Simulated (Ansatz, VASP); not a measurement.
**In: VASP beside Ansatz**

```xyz
1
Lattice="-1.6362 1.6362 2.4901 1.6362 -1.6362 2.4901 1.6362 1.6362 -2.4901" Properties=species:S:1:pos:R:3 pbc="T T T"
In    0.0000    0.0000    0.0000
```

Change from the starting cell: volume scaled by 1.02.

Alike in both runs: task single point; functional PBE; k mesh 11 × 11 × 11; occupations fermi-dirac, width 0.05 eV; no spin polarisation.

```csv
,VASP,Ansatz
version,VASP 6.6.1,Ansatz 0.2.0
potentials or method,"VASP PAW PBE potentials, release 64 (In_d)",Ansatz PAW
plane-wave cutoff (eV),520,420
valence electrons in the cell,13,13
```

Ansatz gave:

- gap on the k mesh at the Fermi level (eV): none
- pressure (GPa): 1.2
- largest component of the traceless stress (GPa): 0.26

Which values does VASP return?

gap on the k mesh at the Fermi level (eV): none; pressure (GPa): 1.1; largest component of the traceless stress (GPa): 0.26.

A gap of «none» marks a metal or a gap that the smearing closes. With one functional, cell and mesh, what is left measures potentials, basis and numerics.
